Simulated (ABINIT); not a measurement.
The system is WC (Qusongite).

```
CELL_PARAMETERS angstrom
2.90650 0.00000 0.00000
-1.45325 2.51710 0.00000
0.00000 0.00000 2.83660
ATOMIC_POSITIONS crystal
W 0.00000 0.00000 0.00000
C 0.66667 0.33333 0.50000
```

Base run:

* Program: ABINIT 10.8.3 (patched build)
* Functional: AM05
* Potentials or basis: JTH PAW PBE v2.0
* Cutoff: 544 eV
* k mesh: 10 × 10 × 9
* Occupations: fermi-dirac, width 0.05 eV
* Spin: no spin polarisation

Its results: band gap on the k mesh none (metal or under the smearing width); pressure -4.9 GPa.

**Question.** The run is repeated on the same cell with these changes: functional from AM05 to rPW86PBE. What comes out?

**Answer.** Band gap on the k mesh none (metal or under the smearing width); pressure 17.5 GPa.

Caveats: spin-orbit coupling is left out, which moves the levels of the heavy elements; the PAW data sets were made with another functional, which shifts forces and pressure a little (some runs); so large a pressure means that the cell lies far from this level's equilibrium, or that cutoff or potentials fall short (some runs); the potentials were made for another functional, which shifts forces and pressure (some runs).
